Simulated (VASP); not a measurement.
Crystal: BaTiO3.

```xyz
5
Lattice="3.9998 0.0000 0.0000 0.0000 3.9998 0.0000 0.0000 0.0000 4.0180" Properties=species:S:1:pos:R:3 pbc="T T T"
Ba    0.0000    0.0000    0.0000
Ti    1.9999    1.9999    1.9688
O     1.9999    1.9999    0.0763
O     1.9999    0.0000    2.0773
O     0.0000    1.9999    2.0773
```

- Program: VASP 6.6.1
- Task: relaxation of cell and atoms
- Functional: PBEsol
- Potentials or basis: VASP PAW PBE potentials, release 64 (Ba_sv, Ti_sv, O)
- Cutoff: 600 eV
- k mesh: 8 × 8 × 8
- Occupations: gaussian, width 0.03 eV
- Spin: no spin polarisation

At the start: pressure -2.2 GPa; volume 12.86 Å³/atom.

**Question.** How do energy, volume and symmetry change on relaxing?

**Answer.** Over 13 steps the energy falls by 3.0 meV/atom and the volume is 12.79 Å³/atom (-0.5 %); space group P4mm (No. 99, to 0.05 Å).

The path:
```csv
step,energy change (eV),largest force (eV/Å),pressure (GPa),volume (Å³)
1,0.0000,0.3270,-2.15,64.28
2,-0.0031,0.0389,2.65,62.69
3,-0.0086,0.1429,0.46,63.38
4,-0.0112,0.0847,0.32,63.51
5,-0.0125,0.0977,0.08,63.79
6,-0.0127,0.0942,0.10,63.71
7,-0.0137,0.0544,-0.07,63.84
8,-0.0141,0.0693,-0.37,64.05
9,-0.0145,0.0625,0.06,63.93
10,-0.0145,0.0629,0.08,63.93
11,-0.0147,0.0363,0.05,63.95
12,-0.0148,0.0297,0.01,63.96
13,-0.0149,0.0058,0.02,63.97
```

Final structure:
```cif
data_structure
_symmetry_space_group_name_H-M 'P 1'
_symmetry_Int_Tables_number 1
_cell_length_a 3.9665
_cell_length_b 3.9665
_cell_length_c 4.0663
_cell_angle_alpha 90.000
_cell_angle_beta 90.000
_cell_angle_gamma 90.000
_cell_volume 63.97
loop_
_atom_site_label
_atom_site_type_symbol
_atom_site_fract_x
_atom_site_fract_y
_atom_site_fract_z
_atom_site_occupancy
Ba1 Ba 0.00000 0.00000 0.99865 1
Ti1 Ti 0.50000 0.50000 0.48200 1
O1 O 0.50000 0.50000 0.02903 1
O2 O 0.50000 0.00000 0.51666 1
O3 O 0.00000 0.50000 0.51666 1
```

Caveat: the PAW data sets were made with another functional, which shifts forces and pressure a little.
